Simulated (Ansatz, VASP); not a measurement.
# NiO: VASP beside Ansatz

The input INCAR:

```
PREC = Accurate
ENCUT = 520
EDIFF = 1E-6
ISMEAR = 0
SIGMA = 0.05
LREAL = False
LASPH = True
NELM = 120
ALGO = Normal
ISIF = 2
LWAVE = False
LCHARG = False
ISPIN = 2
MAGMOM = 1 -1 0 0
LORBIT = 11
LMAXMIX = 4
LDAU = True
LDAUTYPE = 2
LDAUL = 2 -1
LDAUU = 7 0
LDAUJ = 0 0
LDAUPRINT = 1
GGA = CA
```

File KPOINTS:

```
regular mesh
0
Gamma
  7 4 7
```

POSCAR

```
NiO
1.0
    1.3915304000      2.4102013400      0.0000000000
   -4.1745911800      2.4102013400      0.0000000000
    0.0000000000      0.0000000000      2.7161294400
Ni O
2 2
Direct
    0.0000000000      0.0000000000      0.0000000000
    0.5000000000      0.5000000000      0.0000000000
    0.5000000000      0.8333333333      0.5000000000
    0.0000000000      0.3333333333      0.5000000000
```

Contents of input.yaml:

```yaml
crystal:
  lattice:
    - [1.3915304, 2.41020134, 0.0]
    - [-4.17459118, 2.41020134, 0.0]
    - [0.0, 0.0, 2.71612944]
  atoms:
    - { symbol: Ni, position: [0.0, 0.0, 0.0], spin: 1.0 }
    - { symbol: Ni, position: [0.5, 0.5, 0.0], spin: -1.0 }
    - { symbol: O, position: [0.5, 0.8333333333, 0.5] }
    - { symbol: O, position: [0.0, 0.3333333333, 0.5] }
hamiltonian:
  xc: lda
  pseudopotentials: { kind: paw }
  hubbard: { sites: [{ species: Ni, l: d, u_eff: 7.0 }] }
magnetization:
  spin_polarized: true
kpoints:
  mp_grid: { grid: [7, 4, 7] }
scf:
  occupations: { method: gaussian, width: 0.05 }
output:
  forces: true
  stress: true
  eigenvalues: true
  write_density: true
  write_potential: true
  elf: true
  volumetric_format: npy
```

Measurements of this composition are mostly on another form, of space group No. 225.

Alike in both runs: task single point; functional LDA; k mesh 7 × 4 × 7; occupations gaussian, width 0.05 eV; collinear spin, antiferromagnetic start; Hubbard terms Ni d U = 7 eV.

|  | VASP | Ansatz |
| --- | --- | --- |
| version | VASP 6.6.1 | Ansatz 0.2.0 |
| potentials or method | VASP PAW LDA potentials, release 64 (Ni, O) | Ansatz PAW |
| plane-wave cutoff (eV) | 520 | 420 |
| valence electrons in the cell | 32 | 48 |

|  | VASP | Ansatz | Ansatz less VASP |
| --- | --- | --- | --- |
| gap on the k mesh at the Fermi level (eV) | 2.00 | 1.93 | -0.068 |
| least direct gap on the mesh (eV) | 2.00 | 1.94 | -0.068 |
| pressure (GPa) | -16.6 | -3.1 | +13.56 |
| largest component of the traceless stress (GPa) | 9.80 | 6.52 | -3.279 |
| rms of the force components (eV/Å) | 0.065 | 0.080 | +0.0153 |
| net moment per atom (μB) | 0.00 | 0.00 | 0.000 |
| size of the moment on the site where the two differ most (μB) | 1.72 | 1.64 | -0.085 |

Site moments also hang on the region over which each program counts them. The programs project onto different local orbitals, so the same U acts differently. Atom by atom the forces differ by 0.015 eV/Å (rms over components). The two sets of potentials don't hold the same shells in valence.

Caveats: an odd mesh through Γ misses points on the zone boundary, where band edges often lie (VASP); the magnetic or orbital state may not be the lowest (Ansatz); odd divisions of the mesh miss points on the zone boundary, where band edges often lie, so the gap on the mesh can be too wide (Ansatz); the pressure holds a Pulay correction of +0.9 GPa for the finite cutoff (Ansatz); the PAW data sets come from PBE, with cores solved anew for the run's functional, which leaves a small shift of forces and pressure (Ansatz). The state reached can hang on the start; a lower one may exist.
